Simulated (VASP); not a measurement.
SiC:

```
Si C
1.0
     2.64436    0.00000    0.00000
     0.00000    2.64436    0.00000
     0.00000    0.00000    2.64436
Si C
1 1
Direct
  0.00000 0.00000 0.00000
  0.50000 0.50000 0.50000
```

The cell was built by a generator and needn't be a form met in nature.

```yaml
Program: VASP 6.6.1
Task: relaxation of cell and atoms
Functional: r2SCAN
Potentials_or_basis: VASP PAW PBE potentials, release 64 (Si, C)
Cutoff: 600 eV
k_mesh: 8 × 8 × 8
Occupations: fermi-dirac, width 0.02 eV
Spin: no spin polarisation
```

At the start: pressure -4.8 GPa; volume 9.25 Å³/atom.

Problem. How do energy, volume and symmetry change on relaxing?

Solution. Over 3 steps the energy falls by 3.8 meV/atom and the volume is 9.00 Å³/atom (-2.7 %); space group Pm-3m (No. 221, to 0.05 Å).

The path:
```tsv
step	energy change (eV)	largest force (eV/Å)	pressure (GPa)	volume (Å³)
1	0.0000	0.0000	-4.80	18.49
2	-0.0057	0.0000	2.50	17.76
3	-0.0075	0.0000	0.02	18.00
```

Final structure:
```
Si C
1.0
     2.62064    0.00000    0.00000
     0.00000    2.62064    0.00000
     0.00000    0.00000    2.62064
Si C
1 1
Direct
  0.00000 0.00000 0.00000
  0.50000 0.50000 0.50000
```

Caveat: the PAW data sets were made with another functional, which shifts forces and pressure a little.
